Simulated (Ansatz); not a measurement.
# Squeezing and shearing random wurtzite alloy of AlN and GaN (72 atoms)

Aim: relax random wurtzite alloy of AlN and GaN (72 atoms), then change its volume and shape to read moduli from the stress.

Calculated with Ansatz 0.2.0; Kohn-Sham DFT, PBE, PAW (set soft_1), plane waves.

## (1) Set-up

The cell holds 72 atoms: 32 Ga, 36 N and 4 Al. Cell: a = 9.541 Å, b = 9.541 Å, c = 10.325 Å, α = 90.0°, β = 90.0°, γ = 120.0°. It derives from AlN (wurtzite) and GaN, repeated 3×3×2. Wurtzite AlN, 3 x 3 x 2 conventional cells, 32 of 36 Al sites given to Ga at random (x = 0.889), lattice by Vegard's rule (a = 3.18 Å, c = 5.162 Å); not relaxed, displaced by a Gaussian of 0.02 Å.

Structure file:

```xyz
72
Lattice="9.5412 0.0000 0.0000 -4.7706 8.2629 0.0000 0.0000 0.0000 10.3248" Properties=species:S:1:pos:R:3 pbc="T T T"
Ga    0.0066    0.0173    0.0107
N    -0.0149    1.8597    0.6357
Ga   -0.0002    1.8357    2.5621
N     9.5031    0.0129    3.2013
Ga    0.0061    0.0131    5.1535
N    -0.0258    1.8544    5.7983
Al   -0.0129    1.8505    7.7155
N     0.0060    0.0386    8.3658
Ga    7.9304    2.7792    0.0045
N    -1.6346    4.5637    0.6337
Ga   -1.6084    4.5829    2.5659
N     7.9339    2.7644    3.2205
Ga   -1.5945    2.7906    5.1264
N    -1.5944    4.5841    5.8056
Al   -1.6147    4.5624    7.7429
N     7.9389    2.7677    8.3681
Ga    6.3335    5.4948   10.2979
N    -3.1768    7.3342    0.6144
Ga   -3.1995    7.3484    2.6198
N     6.3403    5.4916    3.2063
Ga    6.3170    5.4861    5.1886
N    -3.1761    7.3431    5.8164
Ga   -3.1540    7.3548    7.7342
N    -3.1814    5.5386    8.3463
Al    3.2121    0.0086    0.0056
N     3.2035    1.8403    0.6258
Ga    3.1787    1.8758    2.5626
N    -1.6098    8.2533    3.2315
Ga   -1.5780    8.2471    5.1833
N     3.1978    1.8127    5.7750
Ga    3.1895    1.8345    7.7338
N     3.1655    0.0002    8.3962
Ga    1.6259    2.7482   10.3187
N     1.5894    4.6127    0.6457
Ga    1.6009    4.5640    2.5719
N     1.5839    2.7830    3.2429
Ga    1.6091    2.7729    5.1844
N     1.6095    4.6448    5.7907
Ga    1.6300    4.6234    7.7627
N     1.6008    2.7738    8.3445
Ga   -0.0346    5.5065   10.3131
N    -0.0010    7.3442    0.6817
Ga   -0.0135    7.3224    2.5819
N    -0.0141    5.5074    3.2077
Al   -0.0045    5.4996    5.1651
N    -0.0305    7.3395    5.8098
Ga    0.0065    7.3673    7.7315
N     0.0200    5.5334    8.3675
Ga    6.3799    0.0281    0.0183
N     6.3744    1.8603    0.5996
Ga    6.3748    1.8379    2.5643
N     1.6146    8.2477    3.2319
Ga    6.3542    0.0311    5.1891
N     6.3201    1.8658    5.8205
Ga    6.4126    1.8226    7.7793
N     6.3617    0.0288    8.3773
Ga    4.7632    2.7519   10.3070
N     4.7608    4.5918    0.6554
Ga    4.7529    4.5735    2.5724
N     4.7838    2.7483    3.2000
Ga    4.7585    2.7486    5.1301
N     4.7745    4.6121    5.8026
Ga    4.7528    4.5849    7.7320
N     4.7610    2.7397    8.3902
Ga    3.1705    5.5072    0.0161
N     3.1833    7.4042    0.6294
Ga    3.1782    7.3249    2.5753
N     3.1992    5.5002    3.2108
Ga    3.2085    5.4615    5.1915
N     3.2059    7.3382    5.7561
Ga    3.1712    7.3511    7.7308
N     3.1618    5.5006    8.3759
```

Limits known from the start: Only the Γ point is sampled.

## (2) Single point at the start

A single point comes first, to see the forces before anything moves.

The input, input.yaml:

```yaml
crystal:
  lattice:
    - [9.5412, 0.0, 0.0]
    - [-4.7706, 8.26292, 0.0]
    - [0.0, 0.0, 10.3248]
  atoms:
    - { symbol: Ga, position: [0.00174, 0.00209, 0.00104] }
    - { symbol: "N", position: [0.11097, 0.22507, 0.06157] }
    - { symbol: Ga, position: [0.11106, 0.22216, 0.24815] }
    - { symbol: "N", position: [0.99679, 0.00156, 0.31006] }
    - { symbol: Ga, position: [0.00143, 0.00159, 0.49914] }
    - { symbol: "N", position: [0.10951, 0.22443, 0.56159] }
    - { symbol: Al, position: [0.11062, 0.22395, 0.74728] }
    - { symbol: "N", position: [0.00296, 0.00467, 0.81026] }
    - { symbol: Ga, position: [0.99935, 0.33635, 0.00044] }
    - { symbol: "N", position: [0.10484, 0.55231, 0.06138] }
    - { symbol: Ga, position: [0.10875, 0.55464, 0.24852] }
    - { symbol: "N", position: [0.99882, 0.33455, 0.31192] }
    - { symbol: Ga, position: [0.00174, 0.33772, 0.49651] }
    - { symbol: "N", position: [0.11028, 0.55478, 0.5623] }
    - { symbol: Al, position: [0.10684, 0.55215, 0.74993] }
    - { symbol: "N", position: [0.99954, 0.33495, 0.81049] }
    - { symbol: Ga, position: [0.9963, 0.66499, 0.99739] }
    - { symbol: "N", position: [0.11084, 0.8876, 0.05951] }
    - { symbol: Ga, position: [0.10932, 0.88932, 0.25374] }
    - { symbol: "N", position: [0.99682, 0.66461, 0.31054] }
    - { symbol: Ga, position: [0.99405, 0.66394, 0.50254] }
    - { symbol: "N", position: [0.11146, 0.88868, 0.56334] }
    - { symbol: Ga, position: [0.11448, 0.8901, 0.74909] }
    - { symbol: "N", position: [0.00171, 0.67029, 0.80837] }
    - { symbol: Al, position: [0.33718, 0.00104, 0.00054] }
    - { symbol: "N", position: [0.44711, 0.22272, 0.06061] }
    - { symbol: Ga, position: [0.44666, 0.22701, 0.2482] }
    - { symbol: "N", position: [0.33069, 0.99883, 0.31298] }
    - { symbol: Ga, position: [0.33365, 0.99808, 0.50202] }
    - { symbol: "N", position: [0.44485, 0.21938, 0.55933] }
    - { symbol: Ga, position: [0.44529, 0.22201, 0.74905] }
    - { symbol: "N", position: [0.33178, 2.0e-05, 0.81321] }
    - { symbol: Ga, position: [0.3367, 0.33259, 0.99941] }
    - { symbol: "N", position: [0.4457, 0.55824, 0.06254] }
    - { symbol: Ga, position: [0.44396, 0.55235, 0.2491] }
    - { symbol: "N", position: [0.33441, 0.3368, 0.31409] }
    - { symbol: Ga, position: [0.33644, 0.33558, 0.50213] }
    - { symbol: "N", position: [0.44975, 0.56212, 0.56085] }
    - { symbol: Ga, position: [0.45061, 0.55954, 0.75185] }
    - { symbol: "N", position: [0.33562, 0.33569, 0.8082] }
    - { symbol: Ga, position: [0.32958, 0.66641, 0.99887] }
    - { symbol: "N", position: [0.4443, 0.88882, 0.06603] }
    - { symbol: Ga, position: [0.44168, 0.88618, 0.25007] }
    - { symbol: "N", position: [0.33178, 0.66652, 0.31068] }
    - { symbol: Al, position: [0.33231, 0.66557, 0.50026] }
    - { symbol: "N", position: [0.44092, 0.88824, 0.5627] }
    - { symbol: Ga, position: [0.44649, 0.89161, 0.74883] }
    - { symbol: "N", position: [0.33693, 0.66967, 0.81043] }
    - { symbol: Ga, position: [0.67037, 0.0034, 0.00177] }
    - { symbol: "N", position: [0.78066, 0.22514, 0.05807] }
    - { symbol: Ga, position: [0.77935, 0.22243, 0.24836] }
    - { symbol: "N", position: [0.6683, 0.99816, 0.31302] }
    - { symbol: Ga, position: [0.66785, 0.00376, 0.50259] }
    - { symbol: "N", position: [0.7753, 0.2258, 0.56374] }
    - { symbol: Ga, position: [0.78239, 0.22058, 0.75346] }
    - { symbol: "N", position: [0.6685, 0.00348, 0.81138] }
    - { symbol: Ga, position: [0.66574, 0.33304, 0.99828] }
    - { symbol: "N", position: [0.77683, 0.55571, 0.06348] }
    - { symbol: Ga, position: [0.77489, 0.5535, 0.24915] }
    - { symbol: "N", position: [0.66769, 0.33261, 0.30993] }
    - { symbol: Ga, position: [0.66505, 0.33264, 0.49687] }
    - { symbol: "N", position: [0.77949, 0.55817, 0.56201] }
    - { symbol: Ga, position: [0.77557, 0.55488, 0.74888] }
    - { symbol: "N", position: [0.66478, 0.33157, 0.81263] }
    - { symbol: Ga, position: [0.66554, 0.66649, 0.00156] }
    - { symbol: "N", position: [0.78168, 0.89608, 0.06096] }
    - { symbol: Ga, position: [0.77634, 0.88648, 0.24943] }
    - { symbol: "N", position: [0.66813, 0.66565, 0.31098] }
    - { symbol: Ga, position: [0.66676, 0.66096, 0.50282] }
    - { symbol: "N", position: [0.78005, 0.88809, 0.5575] }
    - { symbol: Ga, position: [0.77719, 0.88965, 0.74876] }
    - { symbol: "N", position: [0.66423, 0.6657, 0.81124] }
kpoints:
  mp_grid: { grid: [1, 1, 1] }
hamiltonian:
  xc: pbe
  pseudopotentials: { kind: paw, azcp: { folder: soft_1 } }
scf:
  occupations: { method: fermi_dirac, width: 0.025 }
output:
  forces: true
```

Command:

```bash
$ ansatz run input.yaml --threads 4 --pin off --max-ram 8192MiB --backend cpu --events-out ev --progress --plain --runs-dir out
```

Numbers of over 12 decimals in the logs are rounded to 6 here.

What it wrote:

```text
Engine: ansatz 0.2.0, aarch64-unknown-linux-gnu
Pseudopotentials: kind: paw
Pseudopotential: Ga, paw, valence charge 13, recommended cutoff 420 eV (normal), soft_1/Ga.paw.azcp
Pseudopotential: N, paw, valence charge 5, recommended cutoff 420 eV (normal), soft_1/N.paw.azcp
Pseudopotential: Al, paw, valence charge 3, recommended cutoff 420 eV (normal), soft_1/Al.paw.azcp
[... 5 lines on functional and potentials left out ...]
Crystal: 72 atoms, lattice volume = 813.988 Å³
Basis set: ecut = 420 eV, 15863 PW (Γ), exchange–correlation on 128×128×144 points (8 copies of the dense FFT grid, shifted against one another)
Bands: 376, of which v1, the nominal top of the filled ones, is band 304 counted from 1 (303 counted from 0)
Symmetry: 1 space group operations
Space group: P1 (ITA 1), of the structure as read, at distance tolerance 9.3e-5 Å
k-points: 1
[... 7 lines on functional and potentials left out ...]
Initial density: superposition of atomic densities (chi_scale 0.1, normalization cell, long waves kept (reshape's long-wave potential 0.21 eV rms))
Initial wavefunctions: pseudopotential atomic-orbital guess
Functional: x = pbe(κ = 0.804, μ = 0.219515), c = pbe(β = 0.066725)
SCF iter   1: F=—  HF=-137093.419864 eV  |F-HF|=—  |Δ(HF+E_count)|=         —  Δρ=1.19e-1  dr2=1.05e2  ethr=3.10e-3  ⟨swp⟩=5.0  Hψ=1180  notcnv=0  defer=15
preconditioner: auto → Resta (q_TF=auto, 2.599 Å⁻¹)  ε∞=4.7  [insulator: Δε(μ)=2.973 eV  Ē_g=16.768 eV  σ=0.025 eV  W_gap=1.00  n_scr=236 (ndim 8)  ℏωp=32.1 eV  f_vac=0.000  D(μ)=0.00/eV (n_scr^D=0)  ε∞_Penn≈4.7]
SCF iter   2: F=—  HF=-137065.935189 eV  |F-HF|=—  |Δ(HF+E_count)|=    2.75e1  Δρ=4.86e-2  dr2=1.11e1  ethr=3.10e-3  ⟨swp⟩=2.0  Hψ=741  notcnv=0  defer=68
SCF iter   3: F=—  HF=-137064.025161 eV  |F-HF|=—  |Δ(HF+E_count)|=    1.91e0  Δρ=1.95e-2  dr2=2.25e0  ethr=1.83e-3  ⟨swp⟩=2.0  Hψ=312  notcnv=0  defer=68
SCF iter   4: F=—  HF=-137063.790575 eV  |F-HF|=—  |Δ(HF+E_count)|=   2.35e-1  Δρ=3.07e-3  dr2=9.15e-2  ethr=3.71e-4  ⟨swp⟩=3.0  Hψ=616  notcnv=0  defer=68
SCF iter   5: F=—  HF=-137063.796559 eV  |F-HF|=—  |Δ(HF+E_count)|=   5.98e-3  Δρ=2.89e-3  dr2=3.70e-2  ethr=1.51e-5  ⟨swp⟩=2.0  Hψ=615  notcnv=0  defer=45
automatic band count: iteration 5 solves 353 bands in place of 376: the levels show a gap, and the empty bands left out lie too high to hold charge; the band table lists the bands solved (type scf.n_extra_bands for more)
SCF iter   6: F=—  HF=-137063.811375 eV  |F-HF|=—  |Δ(HF+E_count)|=   1.48e-2  Δρ=1.10e-3  dr2=6.48e-3  ethr=6.08e-6  ⟨swp⟩=2.0  Hψ=580  notcnv=0  defer=45
SCF iter   7: F=—  HF=-137063.815287 eV  |F-HF|=—  |Δ(HF+E_count)|=   3.91e-3  Δρ=2.98e-4  dr2=7.02e-4  ethr=1.07e-6  ⟨swp⟩=2.0  Hψ=612  notcnv=0  defer=45
SCF iter   8: F=—  HF=-137063.815530 eV  |F-HF|=—  |Δ(HF+E_count)|=   2.43e-4  Δρ=7.35e-5  dr2=4.83e-5  ethr=1.15e-7  ⟨swp⟩=2.0  Hψ=612  notcnv=0  defer=45
SCF iter   9: F=—  HF=-137063.815863 eV  |F-HF|=—  |Δ(HF+E_count)|=   3.33e-4  Δρ=1.98e-5  dr2=3.16e-6  ethr=7.95e-9  ⟨swp⟩=2.0  Hψ=657  notcnv=0  defer=45
SCF iter  10: F=—  HF=-137063.815865 eV  |F-HF|=—  |Δ(HF+E_count)|=   1.71e-6  Δρ=1.25e-5  dr2=1.16e-6  ethr=5.21e-10  ⟨swp⟩=2.0  Hψ=612  notcnv=0  defer=45
SCF iter  11: F=-137063.815864 eV  HF=-137063.815864 eV  |F-HF|=1.16e-8  |Δ(HF+E_count)|=   1.74e-7  Δρ=2.57e-6  dr2=5.17e-8  ethr=1.64e-11  ⟨swp⟩=2.0  Hψ=1272  notcnv=0
SCF 1 converged in 11 iterations: F = -137063.815864 eV  dr2 = 5.17e-8
  greatest PAW one-centre occupation: 0.995 electrons in one spin orbital (limit 2), on the Ga atom at site 38 (counted from 0), in its partial waves of l = 2
SCF converged after 11 iterations
Free energy (F): -137063.815864 eV
Harris-Foulkes:  -137063.815864 eV  (|F-HF|=1.16e-8)
Internal energy: -137063.815864 eV  (E = F + TS)
E sigma→0 (E₀):  -137063.815864 eV
Fermi energy:    10.594036 eV
--- Per-component energies (eV) ---
  E_band       = -130.175903
  E_kinetic    = 8357.699361
  E_local      = -49805.547870  (includes V_loc(G=0)·N_el)
  E_nonlocal   = -1567.205154
  E_hartree    = 30793.178663
  E_xc         = -4310.753741
  E_vxc        = -4619.303999  (∫ρ·V_xc dr)
  E_paw        = -70396.745028  (= ΣΔE_a)
  E_vpaw       = -14082.212846  (= ΣTr[D̂ρ^β])
  E_aug_tail   = 0.025660  (compensation charges beyond the density's cutoff)
  E_ewald      = -50134.467756
  E_smearing   = -0.000000  (= −TS)
  E_closure    = 0.000000  (closes the sum)
  Σ components = -137063.815864   (vs F -137063.815864, Δ=0.00e0)
--- Forces (eV/Å), atoms counted from 1 ---
  atom   1  Ga     0.26700693    -0.02968219    -0.42054138
  atom   2  N      0.44639119     0.14977758    -0.19963640
  atom   3  Ga    -0.09330574     0.22307302     0.38507861
  atom   4  N      0.55368866    -0.00065129     0.17694060
  atom   5  Ga     0.03327773     0.01999790     0.06378122
  atom   6  N      0.37773627     0.09253375     0.63370334
  atom   7  Al     0.25067498     0.02612671     0.43922673
  atom   8  N     -0.16497956     0.48701973    -0.27278761
  atom   9  Ga     0.52196465    -0.40575834    -0.37800522
  atom  10  N      0.38206875     0.68447186    -0.19213531
  atom  11  Ga     0.03673414     0.32474106     0.30736561
  atom  12  N      0.29253447    -0.15211317    -0.46995368
  atom  13  Ga    -0.30761443    -0.53989315     0.60737611
  atom  14  N      0.68478458     0.68761109     0.53667276
[...]
atom  71  Ga     0.48094017     0.11933131    -0.08648031
  atom  72  N      0.84368134     0.60021783     0.37091627
  max |Σ_I F_I| component: 7.80e-5 eV/Å
```

It took 10 s on 4 threads of Arm Neoverse V1, shared host; peak memory 1.2 GiB; 38 s of CPU time.

The column dr2 measures how far the density is from self-consistency, as an energy; F and HF (Harris–Foulkes) agree once it is small.

The r.m.s. force at the start is 0.47 eV/Å.

## (3) Cell and atoms relaxed

The cell is relaxed with the atoms, since the starting lattice needn't suit this functional.

The input, input.yaml:

```yaml
crystal:
  lattice:
    - [9.5412, 0.0, 0.0]
    - [-4.7706, 8.26292, 0.0]
    - [0.0, 0.0, 10.3248]
  atoms:
    [... the 72 atom lines of step 2 ...]
kpoints:
  mp_grid: { grid: [1, 1, 1] }
hamiltonian:
  xc: pbe
  pseudopotentials: { kind: paw, azcp: { folder: soft_1 } }
scf:
  occupations: { method: fermi_dirac, width: 0.025 }
output:
  forces: true
relax:
  f_tol: 0.05
  max_steps: 150
  cell: {}
```

What it wrote:

```text
[...]
Crystal: 72 atoms, lattice volume = 813.988 Å³
Basis set: ecut = 420 eV, 15863 PW (Γ), exchange–correlation on 128×128×144 points (8 copies of the dense FFT grid, shifted against one another)
Bands: 376, of which v1, the nominal top of the filled ones, is band 304 counted from 1 (303 counted from 0)
Symmetry: 1 space group operations
[...]
k-points: 1
[...]
SCF iter   1: F=—  HF=-137093.419865 eV  |F-HF|=—  |Δ(HF+E_count)|=         —  Δρ=1.19e-1  dr2=1.05e2  ethr=3.10e-3  ⟨swp⟩=5.0  Hψ=1180  notcnv=0  defer=15
[...]
SCF iter  10: F=—  HF=-137063.815865 eV  |F-HF|=—  |Δ(HF+E_count)|=   1.74e-6  Δρ=1.25e-5  dr2=1.16e-6  ethr=5.17e-10  ⟨swp⟩=2.0  Hψ=612  notcnv=0  defer=68
SCF iter  11: F=-137063.815864 eV  HF=-137063.815864 eV  |F-HF|=1.23e-8  |Δ(HF+E_count)|=   1.80e-7  Δρ=2.56e-6  dr2=5.09e-8  ethr=1.64e-11  ⟨swp⟩=2.0  Hψ=1295  notcnv=0
SCF 1 converged in 11 iterations: F = -137063.815864 eV  dr2 = 5.09e-8
[...]
relax step   1: F+E_penalty+E_count = -137063.81586444 eV  Δ(F+E_penalty+E_count) = +0.000e0 eV  max|allowed force component| = 1.296e0 eV/Å  Δτ_max = 0.0000 Å  P = +5.858 GPa  Ω = 813.988 Å³  (11 SCF iters, dr2 threshold 1.00e-7 eV, accepted)
[...]
relax step   2: F+E_penalty+E_count = -137064.96777009 eV  Δ(F+E_penalty+E_count) = -1.152e0 eV  max|allowed force component| = 7.223e-1 eV/Å  Δτ_max = 0.0541 Å  P = +2.113 GPa  Ω = 828.519 Å³  energy of the carried Pulay correction = -2.717e-2 eV  (7 SCF iters, dr2 threshold 7.20e-6 eV, accepted)
[...]
relax step   3: F+E_penalty+E_count = -137065.28258210 eV  Δ(F+E_penalty+E_count) = -3.148e-1 eV  max|allowed force component| = 3.194e-2 eV/Å  Δτ_max = 0.0365 Å  P = -0.104 GPa  Ω = 838.087 Å³  energy of the carried Pulay correction = -4.480e-2 eV  (6 SCF iters, dr2 threshold 7.20e-6 eV, accepted)
[...]
relax step   4: F+E_penalty+E_count = -137065.28454319 eV  Δ(F+E_penalty+E_count) = -1.961e-3 eV  max|allowed force component| = 4.601e-3 eV/Å  Δτ_max = 0.0033 Å  P = +0.002 GPa  Ω = 837.594 Å³  energy of the carried Pulay correction = -4.389e-2 eV  (6 SCF iters, dr2 threshold 8.16e-8 eV, accepted)
relax step   5: F+E_penalty+E_count = -137065.34103127 eV  Δ(F+E_penalty+E_count) = -5.649e-2 eV  max|allowed force component| = 4.870e-3 eV/Å  Δτ_max = 0.0000 Å  P = +0.084 GPa  Ω = 837.594 Å³  stress off target by 9.09e-2 GPa  SCF on the basis re-selected at this cell (its energy is not comparable with the rows above)  (7 SCF iters)
[...]
relax step   6: F+E_penalty+E_count = -137065.34045966 eV  Δ(F+E_penalty+E_count) = +5.716e-4 eV  max|allowed force component| = 9.547e-4 eV/Å  Δτ_max = 0.0005 Å  P = -0.000 GPa  Ω = 837.993 Å³  energy of the carried Pulay correction = -6.832e-4 eV  (6 SCF iters, dr2 threshold 2.06e-8 eV, accepted)
[...]
relax step   7: F+E_penalty+E_count = -137065.34045961 eV  Δ(F+E_penalty+E_count) = +5.102e-8 eV  max|allowed force component| = 9.548e-4 eV/Å  Δτ_max = 0.0000 Å  P = +0.000 GPa  Ω = 837.993 Å³  stress off target by 1.83e-3 GPa  SCF on the basis re-selected at this cell (its energy is not comparable with the rows above)  (4 SCF iters)
basis re-selected at this cell: Δ(F+E_penalty+E_count) = +5.102e-8 eV, ΔP = +0.001 GPa vs the last step (what re-selecting the basis moved, of the pressure what is left beyond the Pulay correction that the steps carried, after the strain that the cell walked since its last selection, [...]
SCF converged after 4 iterations
Free energy (F): -137065.340460 eV
[...]
Internal energy: -137065.340460 eV  (E = F + TS)
E sigma→0 (E₀):  -137065.340460 eV
Fermi energy:    10.051332 eV
[...]
Σ components = -137065.340460   (vs F -137065.340460, Δ=0.00e0)
--- Forces (eV/Å), atoms counted from 1 ---
  atom   1  Ga    -0.00012813    -0.00009057     0.00015012
  atom   2  N      0.00035130     0.00006381     0.00026503
  atom   3  Ga     0.00003430    -0.00011727    -0.00041218
  atom   4  N      0.00009242     0.00020031     0.00003222
[...]
atom  72  N      0.00016886     0.00027006     0.00064723
  max |Σ_I F_I| component: 1.26e-6 eV/Å
--- Stress (GPa, compression-positive) ---
       -0.000647      -0.000366      -0.000324
       -0.000365      -0.000465       0.000588
       -0.000324       0.000588       0.001612
  P = ⅓ Tr σ = 0.0002 GPa (0.002 kbar)
--- Relaxed structure (5 steps of the walk, 5 accepted, 2 SCFs on fresh bases) ---
  F+E_penalty+E_count = -137065.34045961 eV   max|allowed force component| = 9.548e-4 eV/Å   (the final SCF, on the basis selected at the relaxed cell)
  cell:  # Å, volume = 837.9926 Å³
    - [9.647475, -0.000232576, -3.101522611832947e-5]
    - [-4.823939, 8.355294, 2.567677231998117e-5]
    - [-3.356244566999205e-5, 1.2706710888654077e-5, 10.396110]
  atoms:
    - { symbol: Ga, position: [0.00107477, 0.00101912, -0.00116227] }
    - { symbol: N, position: [0.111023, 0.223109, 0.060984] }
    - { symbol: Ga, position: [0.111105, 0.223034, 0.250115] }
    - { symbol: N, position: [1.000566, 0.000725602, 0.311479] }
[...]
- { symbol: N, position: [0.666119, 0.666893, 0.810456] }
```

The job ended after 63 s (4 threads; peak memory 1.2 GiB).

The relaxation converged after 5 steps, with a largest force component of 9.6e-4 eV/Å.

(Continued in part 2 of 3.)

[Logs are printed without paths, hosts, clocks, repeated set-up lines and the standing remarks that a program may print on its own settings, such as how far it seeks lower states.]

[Hosts, paths, dates, database ids (printed as entryN), source tags and the programs' standing remarks are cut or masked in the printed files.]
